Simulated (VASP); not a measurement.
# Si (P6_3/mmc) in VASP: single point with PBE+D3(BJ)

Aim: the single point of Si with PBE+D3(BJ).

Program: VASP 6.6.1. These are calculated values, not measurements. Logs are shortened: lines on timing, memory, paths and dates and some standing lists are left out, and cuts for length are marked.

## (1) The crystal as given

It takes space group P6_3/mmc (No. 194, hexagonal). The conventional cell has a = 2.666 Å, b = 2.666 Å, c = 4.506 Å, α = 90.00°, β = 90.00°, γ = 120.00°. Around Si (site symmetry -6m2) lie 12 Si at 2.67 to 2.73 Å.

This isn't the form of Si at room conditions, which is diamond.

## (2) Single point, PBE+D3(BJ)

Contents of INCAR:

```
  PREC = Accurate
  ENCUT = 520
  EDIFF = 1E-6
  ISMEAR = 0
  SIGMA = 0.1
  LREAL = F
  LASPH = T
  NELM = 100
  ALGO = Normal
  ISIF = 2
  LWAVE = F
  LCHARG = F
  GGA = PE
  IVDW = 12
  NBANDS = 11
```

Contents of KPOINTS:

```
Automatic mesh
0
Gamma
  9 9 4
```

Contents of POSCAR:

```
Si
1.0
    2.6655775094      0.0000000000      0.0000000000
   -1.3327887547      2.3084578389      0.0000000000
    0.0000000000      0.0000000000      4.5062692700
Si
2
Direct
    0.3333333300      0.6666666700      0.2500000000
    0.6666666700      0.3333333300      0.7500000000
```

Potentials or basis: VASP PAW PBE potentials, release 64 (Si).

Run with:

```console
> cat potpaw_PBE.64/Si/POTCAR > POTCAR
> mpirun -np 1 vasp_std > vasp.out
```

OUTCAR:

```text
PREC = Accurate
   ENCUT = 520
   EDIFF = 1E-6
   ISMEAR = 0
   LREAL = F
   LASPH = T
   NELM = 100
   ISIF = 2
   GGA = PE
   IVDW = 12
 IVDW          = 12

 ion  position               nearest neighbor table
   1  0.333  0.667  0.250-   2 2.73   2 2.73   2 2.73   2 2.73   2 2.73   2 2.73
   2  0.667  0.333  0.750-   1 2.73   1 2.73   1 2.73   1 2.73   1 2.73   1 2.73

  LATTYP: Found a hexagonal cell.
 ALAT       =     2.6655775094
 C/A-ratio  =     1.6905414508

  Lattice vectors:

 A1 = (   2.6655775094,   0.0000000000,   0.0000000000)
 A2 = (  -1.3327887547,   2.3084578389,   0.0000000000)
 A3 = (   0.0000000000,   0.0000000000,   4.5062692700)

Analysis of symmetry for initial positions (statically):
=====================================================================
 Subroutine PRICEL returns:
 Original cell was already a primitive cell.

 Routine SETGRP: Setting up the symmetry group for a
 hexagonal supercell.

 Subroutine GETGRP returns: Found 24 space group operations
 (whereof 12 operations were pure point group operations)
 out of a pool of 24 trial point group operations.

The static configuration has the point symmetry D_3d.
 The point group associated with its full space group is D_6h.

Analysis of symmetry for dynamics (positions and initial velocities):
=====================================================================
 Subroutine PRICEL returns:
 Original cell was already a primitive cell.

 Routine SETGRP: Setting up the symmetry group for a
 hexagonal supercell.

 Subroutine GETGRP returns: Found 24 space group operations
 (whereof 12 operations were pure point group operations)
 out of a pool of 24 trial point group operations.

The dynamic configuration has the point symmetry D_3d.
 The point group associated with its full space group is D_6h.

 Subroutine INISYM returns: Found 24 space group operations
 (whereof 12 operations are pure point group operations),
 and found     1 'primitive' translations

----------------------------------------------------------------------------------------

                                     Primitive cell

  volume of cell :      27.7288

  direct lattice vectors                    reciprocal lattice vectors
     2.665577509  0.000000000  0.000000000     0.375153225  0.216594816  0.000000000
    -1.332788755  2.308457839  0.000000000     0.000000000  0.433189631  0.000000000
     0.000000000  0.000000000  4.506269270     0.000000000  0.000000000  0.221913059

  length of vectors
     2.665577509  2.665577509  4.506269270     0.433189631  0.433189631  0.221913059

  position of ions in fractional coordinates (direct lattice)
[... 91 lines left out ...]
   NUPDOWN=      -1.0000    fix difference up-down
   EMIN   =  10.00;   EMAX   =-10.00  energy-range for DOS
   EFERMI =   0.00;   METHOD = LEGACY
   ISMEAR =     0;   SIGMA  =   0.10  broadening in eV -4-tet -1-fermi 0-gaus
   EFERMI_NEDOS =   21; number of points for ismear=-14 and -15
   IALGO  =     38    algorithm
   IMIX   =      4    mixing-type and parameters
     AMIX     =   0.40;   BMIX     =  1.00
     AMIX_MAG =   1.60;   BMIX_MAG =  1.00
  volume/ion in A,a.u.               =      13.86        93.56
  Fermi-wavevector in a.u.,A,eV,Ry     =   1.081753  2.044216 15.921389  1.170189
  Thomas-Fermi vector in A             =   2.217777
   LORBIT       =      0    0 simple, 1 ext, 2 COOP (PROOUT), +10 PAW based schemes
   GGA     = PE    functional components
   LHFCALC =     F    Hartree Fock is set to
   AEXX    =    0.0000 exact exchange contribution
   IVDW    =    12    specifies the selected vdW correction
   LEPSILON=     F    determine dielectric tensor
   LRPA    =     F    only Hartree local field effects (RPA)
 non-spin polarized calculation
 Gauss-broadening in eV      SIGMA  =   0.10
  energy-cutoff  :      520.00
  volume of cell :       27.73
 maximum number of plane-waves:       771
 NGX is ok and might be reduce to    20
   NGX =  9   NGY =  9   NGZ = 17

 number of electron       8.0000001 magnetization

 Free energy of the ion-electron system (eV)
  ---------------------------------------------------
  ext. energy  EPLUGINS =         0.00000000
  ---------------------------------------------------
  free energy    TOTEN  =        -9.91545728 eV

  energy without entropy =       -9.91456805  energy(sigma->0) =       -9.91501266

 E-fermi :  10.9092     XC(G=0): -11.3683

 val. band max:       10.8470654911   @ k =   0.4444   0.1111   0.0000
 cond. band min:      11.0873903030   @ k =   0.3333   0.1111   0.2500
 fundamental gap:      0.2403248119
 Fermi energy:        10.9092210413

 k-point     1 :       0.0000    0.0000    0.0000
  band No.  band energies     occupation
      1      -4.1155      2.00000
      2       2.5086      2.00000
      3       3.3622      2.00000
      4      19.8080      0.00000
      5      19.8080      0.00000
      6      21.0765      0.00000
      7      21.0765      0.00000
      8      21.6396      0.00000
      9      21.8060      0.00000
     10      24.2187      0.00000
     11      24.9843      0.00000
[... 309 lines left out ...]
 k-point    24 :       0.3333    0.3333    0.2500
  band No.  band energies     occupation
      1       4.9549      2.00000
      2       4.9549      2.00000
      3       5.7667      2.00000
      4       8.4165      2.00000
      5       8.4165      2.00000
      6       8.9752      2.00000
      7      14.9166      0.00000
      8      14.9166      0.00000
      9      16.6298      0.00000
     10      24.6674      0.00000
     11      24.6674      0.00000

 [... further k-points ...]

------------------------ aborting loop because EDIFF is reached ----------------------------------------

 Edisp (eV)   -0.89567

 E8    (eV) :    -0.3662

  FORCE on cell =-STRESS in cart. coord.  units (eV):
  Direction    XX          YY          ZZ          XY          YZ          ZX
  --------------------------------------------------------------------------------------
  -------------------------------------------------------------------------------------
  Total       0.07896     0.07896    -1.35196    -0.00000    -0.00000     0.00000
  in kB       4.56214     4.56214   -78.11682    -0.00000    -0.00000     0.00000
  external pressure =      -23.00 kB  Pullay stress =        0.00 kB

 VOLUME and BASIS-vectors are now :
 -----------------------------------------------------------------------------
  energy-cutoff  :      520.00
  volume of cell :       27.73
      direct lattice vectors                 reciprocal lattice vectors
     2.665577509  0.000000000  0.000000000     0.375153225  0.216594816  0.000000000
    -1.332788755  2.308457839  0.000000000     0.000000000  0.433189631  0.000000000
     0.000000000  0.000000000  4.506269270     0.000000000  0.000000000  0.221913059

 POSITION                                       TOTAL-FORCE (eV/Angst)
 -----------------------------------------------------------------------------------
     -0.00000      1.53897      1.12657         0.000000     -0.000000      0.000000
      1.33279      0.76949      3.37970         0.000000      0.000000      0.000000
 -----------------------------------------------------------------------------------
    total drift:                               -0.000000      0.000000     -0.000000

  FREE ENERGIE OF THE ION-ELECTRON SYSTEM (eV)
  ---------------------------------------------------
  free  energy   TOTEN  =       -10.8111308216 eV

  energy  without entropy=      -10.8102415922  energy(sigma->0) =      -10.81068621
```

OSZICAR:

```text
N       E                     dE             d eps       ncg     rms          rms(c)
DAV:   1     0.544560311059E+01    0.54456E+01   -0.33918E+03   792   0.616E+02
DAV:   2    -0.960578310061E+01   -0.15051E+02   -0.14324E+02  1005   0.847E+01
DAV:   3    -0.995687072920E+01   -0.35109E+00   -0.35047E+00  1043   0.105E+01
DAV:   4    -0.995797977045E+01   -0.11090E-02   -0.11090E-02   965   0.766E-01
DAV:   5    -0.995798391281E+01   -0.41424E-05   -0.41434E-05  1005   0.425E-02    0.409E+00
DAV:   6    -0.993099646169E+01    0.26987E-01   -0.74871E-03   921   0.413E-01    0.226E+00
DAV:   7    -0.991557094342E+01    0.15426E-01   -0.14511E-02   856   0.572E-01    0.156E-01
DAV:   8    -0.991545734178E+01    0.11360E-03   -0.18425E-04  1144   0.942E-02    0.162E-02
DAV:   9    -0.991545727901E+01    0.62770E-07   -0.23554E-06   951   0.904E-03
   1 F= -.10811131E+02 E0= -.10810686E+02  d E =-.889229E-03
```

Run time: 12 s. Hardware: 1 thread of Intel Xeon Platinum 8259CL at 2.50GHz (Skylake/Cascade Lake), shared host; peak memory 0.14 GiB.

Results:

* Free energy: -10.8111 eV
* Pressure: -2.3 GPa
* Band gap on the k mesh: none (metal or under the smearing width)
* Dispersion energy per atom: -0.448 eV

Stress tensor (GPa, compression positive):
```
 0.46  0.00  0.00
 0.00  0.46  0.00
 0.00  0.00 -7.81
```

Levels at points of the mesh, in eV from the Fermi level:
| k point | band 2 | band 3 | band 4 | band 5 | band 6 | band 7 |
| --- | --- | --- | --- | --- | --- | --- |
| (0.00, 0.00, 0.00) | -8.40 | -7.55 | 8.90 | 8.90 | 10.17 | 10.17 |
| (0.00, 0.00, 0.50) | -13.25 | 0.48 | 0.48 | 10.27 | 10.27 | 10.27 |

Caveat: pairwise dispersion overbinds metals, which lowers pressure and volume.
